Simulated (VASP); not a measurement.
Wanted: the native input for a VASP 6.6.1 run.

```yaml
Task: single point
Functional: PBE
Potentials_or_basis: VASP PAW PBE potentials, release 64 (Au, Cu)
Cutoff: 520 eV
k_mesh: 7 × 7 × 5
Occupations: fermi-dirac, width 0.05 eV
Spin: no spin polarisation
Dipole_correction: no
Further_INCAR_settings: ALGO = Normal; EDIFF = 1e-06; NBANDS = 18
```

The structure of CuAu lies in POSCAR:

```
CuAu
1.0
    2.8107494552      0.0000000000      0.0000000000
    0.0000000000      2.8107494552      0.0000000000
    0.0000000000      0.0000000000      3.6850000000
Au Cu
1 1
Direct
   -0.0070600000      0.0031540000     -0.0155730000
    0.4965640000      0.4897100000      0.4947630000
```

These files were run (other wordings do the same):

INCAR

```
SYSTEM = CuAu
PREC     = Accurate       ! precision mode
ENCUT    = 520            ! plane-wave cutoff, eV
EDIFF    = 1E-6           ! SCF threshold, eV
ISMEAR   = -1             ! smearing method
SIGMA    = 0.05           ! smearing width, eV
LREAL    = .FALSE.        ! projectors in reciprocal space
LASPH    = .TRUE.         ! aspherical terms in the spheres
NELM     = 100            ! most SCF steps
ALGO     = Normal         ! electronic algorithm
ISIF     = 2              ! what is computed and relaxed
LWAVE    = .FALSE.        ! write WAVECAR
LCHARG   = .FALSE.        ! write CHGCAR
GGA      = PE             ! functional
NBANDS   = 18             ! bands
```

KPOINTS

```
regular mesh
0
G
  7 7 5
  0 0 0
```

Potentials or basis: VASP PAW PBE potentials, release 64 (Au, Cu).

The run is started by

```sh
$ cat potpaw_PBE.64/Au/POTCAR potpaw_PBE.64/Cu/POTCAR > POTCAR
$ mpirun -np 1 vasp_std > vasp.out
```

Results of the run:

```
Pressure               : 4.5 GPa
Largest force          : 0.304 eV/Å
Band gap on the k mesh : none (metal or under the smearing width)
```

It took 21 s on 1 thread of Intel(R) Xeon(R) 6975P-C (Granite Rapids), with other jobs on the host, peak memory 0.19 GiB.
